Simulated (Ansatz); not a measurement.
# Ge under changes of volume

One of the cells (22.639 Å³/atom); the others are scaled copies at fixed shape and fractional positions:

```
Ge
1.0
     0.00000    2.82891    2.82891
     2.82891    0.00000    2.82891
     2.82891    2.82891    0.00000
Ge
2
Direct
  0.75000 0.75000 0.75000
  0.50000 0.50000 0.50000
```

```yaml
Program: Ansatz 0.2.0
Functional: PBE
Potentials_or_basis: all-electron LAPW, scalar-relativistic
Cutoff: 342 eV (chosen from the basis error)
Basis_error_allowed: 0.0005 eV/atom
k_mesh: 8 × 8 × 8
Occupations: fermi-dirac, width 0.05 eV
Spin: no spin polarisation
```

```tsv
volume (Å³/atom)	energy over the lowest point (meV/atom)	pressure (GPa)
21.281	?	?
21.733	43.02	7.0
22.186	25.93	5.2
22.639	13.60	3.6
23.092	5.36	2.2
23.545	0.96	0.9
23.997	0.00	-0.2
```

Problem. What does the run at 21.281 Å³/atom give?

Solution. Energy over the lowest point 65.51 meV/atom; pressure 9.0 GPa.

Worked out: A Birch-Murnaghan fit of order 3 (a polynomial in V^(-2/3)) to the other rows has its minimum at 23.91 Å³/atom with B0 = V·E''(V) = 59 GPa and B' = 4.3. It gives 65.17 meV/atom at 21.281 Å³/atom, against the run's 65.51, and -dE/dV = 8.8 GPa, against 9.0.

Energies are extrapolated to zero smearing.
